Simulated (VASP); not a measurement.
The system is GaSb.

```
Ga Sb
1.0
     3.58182    0.00000    0.00000
     0.00000    3.58182    0.00000
     0.00000    0.00000    3.58182
Ga Sb
1 1
Direct
  0.00000 0.00000 0.00000
  0.50000 0.50000 0.50000
```

The cell was built by a generator and needn't be a form met in nature.

Base run:

```yaml
Program: VASP 6.6.1
Functional: r2SCAN
Potentials_or_basis: VASP PAW PBE potentials, release 64 (Ga_d, Sb)
Cutoff: 520 eV
k_mesh: 6 × 6 × 6
Occupations: fermi-dirac, width 0.02 eV
Spin: no spin polarisation
```

Its results: band gap on the k mesh none (metal or under the smearing width); pressure -0.1 GPa.

Problem. The run is repeated on the same cell with these changes: functional from r2SCAN to HSE06; k mesh from 6 × 6 × 6 to 4 × 4 × 4. What comes out?

Solution. Band gap on the k mesh none (metal or under the smearing width); pressure -1.5 GPa.

Several settings changed at once, so the effect can't be laid on one alone.

Caveats: some runs use coarse meshes; the PAW data sets were made with another functional, which shifts forces and pressure a little.
